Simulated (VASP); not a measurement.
Here is a VASP 6.6.1 calculation.

Contents of INCAR:

```
ALGO     = Normal         # electronic algorithm
EDIFF    = 1E-6           # SCF threshold, eV
ENCUT    = 600            # plane-wave cutoff, eV
GGA      = RP             # functional
GGA_COMPAT= False        
ISIF     = 2              # what is computed and relaxed
ISMEAR   = 1              # smearing method
ISPIN    = 2              # spin polarisation
LASPH    = True           # aspherical terms in the spheres
LCHARG   = True           # write CHGCAR
LELF     = True           # ELF
LMAXMIX  = 6              # l up to which the mixer works
LORBIT   = 11             # projections on sites
LREAL    = False          # projectors in reciprocal space
LVHAR    = True         
LWAVE    = False          # write WAVECAR
MAGMOM   = 4.9 0          # initial moments
NBANDS   = 22             # bands
NELM     = 200            # most SCF steps
PREC     = Accurate       # precision mode
SIGMA    = 0.1            # smearing width, eV
```

File KPOINTS:

```
k-points
0
Gamma
  8 8 8
```

The input POSCAR:

```
EuO
1.0
    0.0000000000      2.5719500000      2.5719500000
    2.5719500000      0.0000000000      2.5719500000
    2.5719500000      2.5719500000      0.0000000000
Eu O
1 1
Direct
    0.0000000000      0.0000000000      0.0000000000
    0.5000000000      0.5000000000      0.5000000000
```

Potentials or basis: VASP PAW PBE potentials, release 64 (Eu, O).

Launch:

```bash
$ cat potpaw_PBE.64/Eu/POTCAR potpaw_PBE.64/O/POTCAR > POTCAR
$ mpirun -np 1 vasp_std > vasp.out
```

**Question.** Estimate the site moments.

**Answer.** Eu +6.60; O -0.11 μB.

**Question.** Estimate the pressure.

**Answer.** -0.9 GPa.

**Question.** What does it give for the net moment?

**Answer.** 6.99 μB per cell.

Caveat: the PAW data sets were made with another functional, which shifts forces and pressure a little; spin-orbit coupling is left out, which moves the levels of the heavy elements; a cell with one magnetic atom can't hold antiferromagnetic order, which such compounds often take; semilocal functionals describe open f shells poorly, which spoils levels, moments and volumes. The state reached can hang on the start; a lower one may exist.

**Experimental background.**

From a printed reference work, monograph, for a bulk crystal of EuO at 300 K: band gap 1.115 eV (optical).

A measured gap of EuO is 1.115 eV (optical; 300 K; a printed reference work, monograph); the calculated 0.00 eV misses it by -1.11 eV. So large a miss can be the level of theory's own, or it may mean another phase, state or a wrong row. Spin-orbit coupling on Eu is left out. The value is that of RPBE on a finite k mesh, which can miss the band edges, without temperature or zero-point motion. Semilocal functionals fall short of measured gaps as a rule. The run's magnetic order (collinear spin, ferromagnetic start) needn't be the measured crystal's.
